**Question: can I correct the levels of GaP with one shift, and what belongs in the first two rows?**

I have PBEsol levels of gallium phosphide and, for the same states, levels corrected with the hybrid functional PBE0-1/3, which contains one third of exact exchange and was applied once to the PBEsol orbitals. The "state start level" is the PBEsol energy and the "state corrected level" is the hybrid one. The three "state k" columns give the wave vector in units of the reciprocal cell vectors. The results of the first two rows are hidden, but I do have the run's short summary of gaps.

ABINIT 10.8.3 plane-wave calculation of zinc-blende GaP: PBEsol start levels and one-shot PBE0-1/3 corrected levels, with scalar-relativistic norm-conserving potentials (PseudoDojo PBEsol v0.4.1 standard), an unshifted 6×6×6 k mesh and a 979.61 eV wave cutoff. Each column of levels counts from its own highest filled level.

```
row  state k a (reciprocal cell vector)  state k b (reciprocal cell vector)  state k c (reciprocal cell vector)   state band  state start level (eV)  state corrected level (eV)
  1                                   ?                                   ?                                   ?   top filled                       ?                           ?
  2                                   ?                                   ?                                   ?  first empty                       ?                           ?
  3                               0.167                               0.000                               0.000   top filled                  -0.376                      -0.432
  4                               0.167                               0.000                               0.000  first empty                   2.332                       4.307
  5                               0.333                               0.000                               0.000   top filled                  -0.915                      -1.079
  6                               0.333                               0.000                               0.000  first empty                   1.806                       3.750
  7                               0.500                               0.000                               0.000   top filled                  -1.128                      -1.337
  8                               0.500                               0.000                               0.000  first empty                   1.578                       3.510
  9                               0.167                               0.167                               0.000   top filled                  -1.016                      -1.157
 10                               0.167                               0.167                               0.000  first empty                   2.693                       4.650
 11                               0.333                               0.167                               0.000   top filled                  -1.577                      -1.825
 12                               0.333                               0.167                               0.000  first empty                   2.715                       4.676
 13                               0.500                               0.167                               0.000   top filled                  -1.642                      -1.915
 14                               0.500                               0.167                               0.000  first empty                   2.648                       4.641
 15                              -0.333                               0.167                               0.000   top filled                  -1.194                      -1.401
 16                              -0.333                               0.167                               0.000  first empty                   2.893                       4.923
 17                              -0.167                               0.167                               0.000   top filled                  -0.516                      -0.612
 18                              -0.167                               0.167                               0.000  first empty                   3.167                       5.236
 19                               0.333                               0.333                               0.000   top filled                  -2.249                      -2.612
 20                               0.333                               0.333                               0.000  first empty                   1.643                       3.526
 21                               0.500                               0.333                               0.000   top filled                  -2.403                      -2.799
 22                               0.500                               0.333                               0.000  first empty                   1.939                       3.884
 23                              -0.333                               0.333                               0.000   top filled                  -1.967                      -2.294
 24                              -0.333                               0.333                               0.000  first empty                   2.398                       4.394
 25                               0.500                               0.500                               0.000   top filled                  -2.711                      -3.157
 26                               0.500                               0.500                               0.000  first empty                   1.514                       3.413
 27                               0.500                               0.333                               0.167   top filled                  -2.074                      -2.365
 28                               0.500                               0.333                               0.167  first empty                   3.545                       5.618
 29                              -0.333                               0.333                               0.167   top filled                  -2.509                      -2.863
 30                              -0.333                               0.333                               0.167  first empty                   3.837                       5.981
 31                              -0.333                               0.500                               0.167   top filled                  -3.312                      -3.782
 32                              -0.333                               0.500                               0.167  first empty                   3.365                       5.410
```

I had hoped to raise all the empty levels by one amount and leave the filled ones alone. Is that what exact exchange does? And can the two hidden rows be worked out from the others?

**Answer**

Start with the filled levels, because they show where the hidden rows belong. Follow the first component of the wave vector down from 0.500 to 0.167 with the other two at zero. The top filled level climbs from −1.13 to −0.38 eV, yet neither there nor in any other visible row does it reach zero. Each column counts from its own highest filled level, so the zero must sit in row 1. The one point of the mesh still to be placed is the zone centre, where zinc-blende semiconductors normally have their valence top.

The empty levels are less obliging. Along the same line the first empty level rises towards the centre, from 1.58 to 2.33 eV, and a smooth continuation would put row 2 higher still. The summary contradicts this: it gives a smallest vertical gap, between filled and empty levels at the same wave vector, of 1.734 eV. The smallest such gap in the visible rows is 2.7 eV. The lowest empty band must therefore drop into a narrow valley at the zone centre. In zinc-blende semiconductors the state at the bottom of this valley is mainly an antibonding combination of s orbitals.

**What exact exchange does**

Two limiting cases show what to expect of the correction. Take first a single electron in an isolated orbital. Its exact exchange cancels the repulsion of the electron with its own charge cloud, whereas an empty orbital has no such term to cancel. PBEsol acts on both orbitals through the same local potential and misses most of this distinction. Mixing in exact exchange therefore pulls filled and empty levels apart, and if all orbitals were alike, the result would be the single shift that you hoped for.

The other limit is a uniform gas of electrons. There exact exchange binds slow electrons more strongly than fast ones, while a local potential treats them all alike. Replacing part of the local exchange by the exact one lowers the bottom of the band relative to its top, so the band becomes wider. A real semiconductor lies between the two limits and should show both effects: a jump at the gap and a stretch of the bands on either side.

The visible rows have this pattern. The empty levels rise by 1.9 to 2.1 eV, and the highest of them rises most. The filled levels sink, by only 0.06 eV for the shallowest and by 0.47 eV for the deepest. Because each column has its own zero, these are movements relative to the valence top. They do not tell how much of the gap opens because filled levels fall and how much because empty ones rise.

**A rule for the correction**

The simplest rule with a jump and a stretch is one straight line for the filled levels and another for the empty ones. I fitted both to the visible rows only. The filled levels are stretched by about 14% and the empty ones by about 9%. For an empty level the rule reads

corrected level = 1.762 eV + 1.090 × start level.

Row 2 took no part in the fit. With the start level taken from the summary, the rule gives

1.762 eV + 1.090 × 1.734 eV = 3.652 eV.

As an error bar I take twice the scatter found when each visible row in turn is left out of the fit, which is about 0.06 eV.

**The forecasts**

- **Row 1:** 0.000 eV in both columns, by the definition of the zero.
- **Row 2:** 1.734 eV before and 3.731 eV after correction, each within 0.001 eV. These are the smallest vertical gaps in the summary, and no visible pair of levels has them.
- **Test of the rule:** about 3.65 ± 0.06 eV for the corrected level of row 2, and a line for the filled levels that passes within a few hundredths of an eV of zero at row 1.

The forecast for row 2 is a deduction from a summary that I had already seen, so it is no blind prediction. The summary also shows in advance that the rule will fall short by about 0.08 eV, and that a single shift will probably land closer.

The withheld rows as computed:

```
row  state k a (reciprocal cell vector)  state k b (reciprocal cell vector)  state k c (reciprocal cell vector)   state band  state start level (eV)  state corrected level (eV)
  1                               0.000                               0.000                               0.000   top filled                   0.000                       0.000
  2                               0.000                               0.000                               0.000  first empty                   1.734                       3.731
```

**Hits and misses**

Both deductions hold: the hidden point is the zone centre, and its levels are those forecast. The line for the filled levels misses row 1 by only 0.02 eV. The line for the empty levels puts row 2 too low by 0.08 eV, which is outside its error bar. The scatter among the visible points was thus too optimistic a guide to the one point in the valley.

The table shows what went wrong. The level at the zone centre rises by 2.00 eV, while the visible empty levels that start below 2 eV rise by only 1.88 to 1.95 eV. Energy alone therefore does not fix the correction. A possible reason is that exchange responds to the shape of an orbital, and the state in the valley is more s-like than its neighbours in energy. This is a guess. The rest of the hybrid is also built on PBE instead of PBEsol, and that change may act differently on an s-like state. Nor were the mesh and the cutoff tested for convergence, so part of so small a miss could come from them.

Your single shift does better on this row. The average rise of the visible empty levels, 1.99 eV, would put row 2 at 3.72 eV, almost on the computed value. Over the visible empty levels, however, its typical error is 0.07 eV, against 0.02 eV for the line. The good hit arises because row 2 happens to rise by nearly the average amount, although it starts low in the band.

**Which correction to use**

The choice depends on what you want to know. For a rough position of the lowest empty levels above the valence top, one shift reproduces this hybrid to about 0.1 eV. For the width of the top valence band it fails, because it leaves the filled levels where they were, while the hybrid moves the deepest one shown by almost half an eV. The two lines serve both purposes, with some caution at the zone centre. The output below gives the fits and their errors.

Reproducing this hybrid is not the same as reproducing GaP. The lowest empty level is the one at (0.500, 0.500, 0.000), well away from the valence top, so the gap is indirect in both columns. The true minimum may lie slightly off this point, where the mesh has no point to show it. The gap on this mesh is 1.5 eV with PBEsol and 3.4 eV after correction, whereas the measured gap is roughly 2.3 eV, a value that I recall only approximately. PBEsol is thus too low by about 0.8 eV and the hybrid too high by about 1.1 eV. Spin–orbit coupling and lattice vibrations are left out of both, but in GaP their effects are much smaller than these errors. The potentials were made for PBEsol, which adds an error of unknown size to the hybrid levels.

Theory suggests the main cause of the overshoot. In a crystal the other electrons rearrange and weaken the exchange between distant points, the more so the more easily the material is polarised. GaP is easily polarised: its electronic dielectric constant is roughly 9, again as I recall it, so only about a ninth of the exchange should survive at long range. This hybrid keeps a third at every distance and therefore opens the gap too far.

The same reasoning lets you guess the direction for a related case. A smaller share of exact exchange on the same orbitals would give a smaller jump and a weaker stretch. In an insulator that is hard to polarise, a third is a more reasonable share than it is here. In similar semiconductors I would expect the same pattern of a jump plus a stretch, but the size of each has to be found anew for each material and each hybrid.

Numerical output:

```
fit of state_corrected_level on 30 rows: coefficient of filled -0.02314 +/- 0.015, coefficient of empty 1.762 +/- 0.024, coefficient of filled_start 1.144 +/- 0.0079, coefficient of empty_start 1.09 +/- 0.0091; rms 0.0234, worst 10 0.0466, leave-one-out rms 0.0276
  rows outside the fit (model, value, miss): 1 -0.02314, 0, -0.0231; 2 3.652, 3.731, -0.0794
fit of move on 30 rows: coefficient of empty 1.99 +/- 0.056; rms 0.214, worst 31 0.47, leave-one-out rms 0.215
  rows outside the fit (model, value, miss): 1 0, 0, 0; 2 1.99, 1.997, -0.00727
rms miss of the lines on shown filled levels (eV): 0.02229
rms miss of the lines on shown empty levels (eV): 0.02448
rms miss of the rigid shift on shown empty levels (eV): 0.06875
largest miss of the lines on shown empty levels (eV): 0.04661
stretch of the filled levels (percent): 14.44
stretch of the empty levels (percent): 8.966
smallest rise of a shown empty level (eV): 1.883
largest rise of a shown empty level (eV): 2.144
smallest fall of a shown filled level (eV): 0.056
largest fall of a shown filled level (eV): 0.47
smallest vertical gap among shown pairs before correction (eV): 2.706
smallest vertical gap among shown pairs after correction (eV): 4.739
corrected level of row 2 by the line from the summary start level (eV): 3.652
error bar as twice the leave-one-out scatter (eV): 0.05525
corrected level of row 2 by the rigid shift (eV): 3.724
row 2 forecast above lowest empty level before correction (eV): 0.22
row 2 forecast above lowest empty level after correction (eV): 0.318
computed start level of withheld row 1 (eV): 0
computed start level of withheld row 2 (eV): 1.734
PBEsol gap less rough measured gap (eV): -0.786
hybrid gap less rough measured gap (eV): 1.113
```
